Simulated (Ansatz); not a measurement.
Input for Ansatz (plane-wave DFT, PAW):

```yaml
crystal:
  lattice:
    - [0.0, 2.6908406871, 2.6908406871]
    - [2.6908406871, 0.0, 2.6908406871]
    - [2.6908406871, 2.6908406871, 0.0]
  atoms:
    - { symbol: Si, position: [0.5, 0.5, 0.5] }
    - { symbol: Si, position: [0.75, 0.75, 0.75] }
basis:
  ecutwfc: 500
kpoints:
  mp_grid: { grid: [10, 10, 10] }
hamiltonian:
  xc: r2scan
scf:
  occupations: { method: gaussian, width: 0.02 }
output:
  forces: true
  stress: true
  eigenvalues: true
  populations: true
```

It can be run as
```bash
ansatz run input.yaml --threads 1 --pin off --backend cpu --events-out ev --progress --plain --runs-dir out  # memory cap (--max-ram) not shown
```

All numbers below come from Ansatz 0.2.0, DFT r2SCAN, scalar-relativistic, plane waves, PAW.

Part of what the program printed, abridged (iterations and final results):

```
SCF iter   1: F=—  HF=-1278.100504 eV  |F-HF|=—  |Δ(HF+E_count)|=         —  Δρ=3.26e-3  dr2=2.73e-3  dr2_τ=1.38e-2  ethr=1.77e-3  ⟨swp⟩=6.1  Hψ=3476  notcnv=0
SCF iter   2: F=—  HF=-1278.117761 eV  |F-HF|=—  |Δ(HF+E_count)|=   1.73e-2  Δρ=1.96e-3  dr2=9.45e-4  dr2_τ=5.33e-6  ethr=3.41e-5  ⟨swp⟩=2.1  Hψ=1133  notcnv=0
SCF iter   3: F=—  HF=-1278.117744 eV  |F-HF|=—  |Δ(HF+E_count)|=   1.70e-5  Δρ=3.69e-4  dr2=3.20e-5  dr2_τ=8.44e-7  ethr=1.18e-5  ⟨swp⟩=2.0  Hψ=502  notcnv=0
SCF iter   4: F=—  HF=-1278.117757 eV  |F-HF|=—  |Δ(HF+E_count)|=   1.32e-5  Δρ=7.34e-5  dr2=9.75e-7  dr2_τ=9.26e-9  ethr=4.00e-7  ⟨swp⟩=2.0  Hψ=559  notcnv=0
SCF iter   5: F=-1278.117759 eV  HF=-1278.117759 eV  |F-HF|=4.90e-8  |Δ(HF+E_count)|=   1.08e-6  Δρ=1.85e-5  dr2=6.85e-8  dr2_τ=6.49e-10  ethr=1.22e-8  ⟨swp⟩=2.0  Hψ=564  notcnv=0
SCF iter   6: F=-1278.117759 eV  HF=-1278.117759 eV  |F-HF|=2.25e-10  |Δ(HF+E_count)|=   5.54e-8  Δρ=1.18e-6  dr2=2.89e-10  dr2_τ=1.67e-12  ethr=8.57e-10  ⟨swp⟩=2.1  Hψ=1350  notcnv=0
SCF 1 converged in 6 iterations: F = -1278.117759 eV  dr2 = 2.89e-10
SCF converged after 6 iterations
Free energy (F): -1278.117759 eV
Harris-Foulkes:  -1278.117759 eV  (|F-HF|=2.25e-10)
Internal energy: -1278.117759 eV  (E = F + TS)
E sigma→0 (E₀):  -1278.117759 eV
Fermi energy:    6.806046 eV
--- Per-component energies (eV) ---
  E_band       = 8.533544
  E_kinetic    = 82.002044
  E_local      = -51.744699  (includes V_loc(G=0)·N_el)
  E_nonlocal   = 50.499067
  E_hartree    = 14.593389
  E_xc         = -103.555467
  E_vxc        = -100.223345  (∫ρ·V_xc dr)
  E_paw        = -1039.145859  (= ΣΔE_a)
  E_vpaw       = -5.101582  (= ΣTr[D̂ρ^β])
  E_aug_tail   = 0.000009  (compensation charges beyond the density's cutoff)
  E_vtau       = 3.915296  (kinetic-family band-sum trace: ∫τ·v_τ [+ j·A + Jᵃ·Aᵃ] dr)
  E_ewald      = -230.613377
  E_core_change = -0.152866  (= ΣΔE_core)
  E_smearing   =  0.000000  (= −TS)
--- Forces (eV/Å), atoms counted from 1 ---
  atom   1  Si     0.00000000     0.00000000     0.00000000
  atom   2  Si     0.00000000     0.00000000     0.00000000
--- Stress (GPa, compression-positive) ---
        3.615572       0.000000       0.000000
        0.000000       3.615572       0.000000
        0.000000       0.000000       3.615572
  P = ⅓ Tr σ = 3.6156 GPa (36.156 kbar)
--- Band table (eV; the first three rows and the last of 47) ---
  k-point 0: bands = ["-6.2864", "6.4471", "6.4471", "6.4471", "9.2003", "9.2003", "9.2003", "10.7641"]
  k-point 1: bands = ["-6.1453", "5.2698", "6.2307", "6.2307", "9.3419", "9.5191", "9.5191", "11.5956"]
  k-point 2: bands = ["-5.7287", "3.2959", "5.8168", "5.8168", "9.0784", "10.0667", "10.0667", "13.3683"]
  k-point 46: bands = ["-1.6478", "-1.6478", "2.3770", "2.3770", "10.1832", "10.1832", "12.9060", "12.9060"]
--- Löwdin populations: 2 sites ---
  site symbol q [e]
     0     Si      3.9597
     1     Si      3.9597
  spilling = 0.010071 (of n_electrons = 8.000000)
```

Self-consistency was reached.